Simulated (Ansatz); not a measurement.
Runs of Ansatz 0.2.0 on ZnS (Wurtzite-6H). It takes space group P6_3mc (No. 186, hexagonal). Conventional cell: a = 3.812 Å, b = 3.812 Å, c = 18.690 Å, α = 90.00°, β = 90.00°, γ = 120.00°. Zn (site symmetry 3m) is surrounded by 4 S at 2.33 to 2.34 Å. Around Zn (site symmetry 3m) lie 4 S at 2.33 to 2.34 Å. Zn (site symmetry 3m) is surrounded by 4 S at 2.33 to 2.34 Å. S (site symmetry 3m) is surrounded by 4 Zn at 2.33 to 2.34 Å. S (site symmetry 3m) has 4 Zn at 2.33 to 2.34 Å as nearest neighbours. S (site symmetry 3m) has 4 Zn at 2.33 to 2.34 Å as nearest neighbours. 

| task | level | potentials or basis | cell | cutoff (eV) | points for each segment of the path | gap on the mesh (eV) | pressure (GPa) | V0 of scaled cells (Å³/atom) | relaxed volume (Å³/atom) | B0 (GPa) | largest force (eV/Å) |
| --- | --- | --- | --- | --- | --- | --- | --- | --- | --- | --- | --- |
| relaxation of cell and atoms | BPBE | Ansatz PAW | relaxed | 420 | - | 2.04 | 0.0 | - | (a) | - | - |
| band structure | PBE | Ansatz PAW | as given | 420 | 10 | 2.16 | 2.1 | - | - | - | 0.03 |
| band structure | rPW86-PBE | Ansatz PAW | as given | 420 | 10 | 2.06 | 4.7 | - | - | - | 0.04 |
| band structure | LDA | Ansatz PAW | as given | 420 | 10 | (b) | -4.1 | - | - | - | 0.03 |
| relaxation of cell and atoms | RPBE+D3(BJ) | Ansatz PAW | relaxed | 420 | - | 2.68 | 0.0 | - | 18.13 | - | - |
| equation of state | r2SCAN+rVV10 | Ansatz PAW | as given | 500 | - | - | - | 19.35 | - | 81 | - |
| band structure | r2SCAN | Ansatz PAW | as given | 500 | 10 | 2.72 | -0.1 | - | - | - | 0.03 |
| equation of state | PBE | Ansatz PAW polarizable | as given | 420 | - | - | - | 20.17 | - | 69 | - |
| band structure | revPBE | Ansatz PAW | as given | 420 | 10 | 2.29 | 4.0 | - | - | - | 0.03 |
| relaxation of cell and atoms | revPBE+D3(BJ) | Ansatz PAW | relaxed | 420 | - | 2.38 | 0.0 | - | 19.16 | - | - |
| equation of state | BLYP+D3(BJ) | Ansatz PAW | as given | 420 | - | - | - | 19.53 | - | 75 | - |
| equation of state | r2SCAN+D3(BJ) | Ansatz PAW | as given | 500 | - | - | - | 19.27 | - | 81 | - |

Alike in all rows: no spin polarisation; k mesh 8 × 8 × 2; smearing fermi-dirac 0.05 eV.

Question: Estimate the missing entries.

Answer: (a) 20.14; (b) 1.91.

Caveats: the PAW data sets come from PBE, with cores solved anew for the run's functional, which leaves a small shift of forces and pressure (some runs); the cell's inner coordinates are idealised or old, which leaves forces on the atoms (some runs); the potentials were made for another functional, which shifts forces and pressure (some runs); the cell was scaled at fixed shape and fractional positions, which overstates the stiffness of a crystal with free parameters, most of all of layers and chains (some runs); the plane-wave basis is chosen anew once the cell has moved, so the energies of steps on either side of that aren't comparable (some runs).

A k mesh can miss the band edges.

Not every run made on this cell is shown here.
